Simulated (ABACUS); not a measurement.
Si2Ni, 3 atoms in the cell. Symmetry: Fm-3m, No. 225, cubic system. Conventional cell: a = 5.406 Å, b = 5.406 Å, c = 5.406 Å, α = 90.00°, β = 90.00°, γ = 90.00°. Around Ni (site symmetry m-3m) lie 8 Si at 2.34 Å. Si (site symmetry -43m) has 4 Ni at 2.34 Å as nearest neighbours. 

| Item | Value |
| --- | --- |
| Program | ABACUS 3.10.1 |
| Task | single point |
| Functional | PBEsol |
| Potentials or basis | PseudoDojo NC SR 0.4.1 PBEsol standard |
| Cutoff | 1333 eV |
| Density cutoff | 5333 eV |
| Basis | plane waves |
| k mesh | 9 × 9 × 9 |
| Occupations | fermi-dirac, width 0.05 eV |
| Spin | collinear spin, ferromagnetic start |
| Starting moments | [1.0, 0.0, 0.0] μB |
| Radial cutoff of the potentials (pseudo_rcut) | 7 bohr |
| SCF threshold on the density | 1e-08 |
| Max SCF steps | 100 |
| Eigensolver | dav |
| Mixing | broyden |
| Mixing share | 0.4 |
| Symmetry key | 1 |

Potentials or basis: PseudoDojo NC SR 0.4.1 PBEsol standard, plane waves.

Command:

```bash
$ OMP_NUM_THREADS=1 mpirun -np 4 abacus > log
```

Hardware: 4 MPI ranks on Intel(R) Xeon(R) 6975P-C (Granite Rapids), on a shared host.

Problem. Estimate the wall time of this run.

Solution. It took 18 s on 4 MPI ranks on Intel(R) Xeon(R) 6975P-C (Granite Rapids), with other jobs on the host, peak memory 0.52 GiB a rank. Counts: scf iterations 11, k points 35, bands 18, ranks 4.
